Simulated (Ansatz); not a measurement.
Wanted: the native input for an Ansatz 0.2.0 run.

* Task: single point
* Functional: PBEsol
* Potentials or basis: all-electron LAPW, scalar-relativistic
* Cutoff: 238 eV (chosen from the basis error)
* Basis error allowed: 0.001 eV/atom
* k mesh: 7 × 7 × 7
* Occupations: fermi-dirac, width 0.05 eV
* Spin: no spin polarisation

The system is TiSi2.

```xyz
6
Lattice="0.0000 4.1175 4.2629 2.3895 0.0000 4.2629 2.3895 4.1175 0.0000" Properties=species:S:1:pos:R:3 pbc="T T T"
Ti    3.5843    6.1763    6.3943
Ti    2.3895    4.1175    4.2629
Si    1.1948    3.3975    2.1314
Si    1.1948    0.7200    2.1314
Si    2.3895    1.3387    4.2629
Si    2.3895    6.8963    4.2629
```

The cell is a database's computed one.

The input as run:

input.yaml

```yaml
crystal:
  lattice:
    - [0.0, 4.1175163063, 4.2628978354]
    - [2.3895119538, 0.0, 4.2628978354]
    - [2.3895119538, 4.1175163063, 0.0]
  atoms:
    - { symbol: Ti, position: [0.75, 0.75, 0.75] }
    - { symbol: Ti, position: [0.5, 0.5, 0.5] }
    - { symbol: Si, position: [0.41256561, 0.08743439, 0.41256561] }
    - { symbol: Si, position: [0.08743439, 0.41256561, 0.08743439] }
    - { symbol: Si, position: [0.16256561, 0.83743439, 0.16256561] }
    - { symbol: Si, position: [0.83743439, 0.16256561, 0.83743439] }
kpoints:
  mp_grid: { grid: [7, 7, 7] }
scf:
  occupations: { method: fermi_dirac, width: 0.05 }
hamiltonian:
  xc: pbesol
  pseudopotentials: { kind: all_electron, lapw: { basis_error: 0.001 } }
output:
  forces: true
  stress: true
  eigenvalues: true
  populations: true
```

Potentials or basis: all-electron LAPW, scalar-relativistic.

Launch:

```console
$ ansatz run input.yaml --threads 4 --pin off --max-ram 12288MiB --backend cpu --events-out ev --progress --plain --runs-dir out
```

It gave:

```
Pressure               : -2.0 GPa
Largest force          : 0.048 eV/Å
Band gap on the k mesh : none (metal or under the smearing width)
```

Wall time 15 s on 4 threads of Arm Neoverse V2 (shared host), peak memory 0.68 GiB.
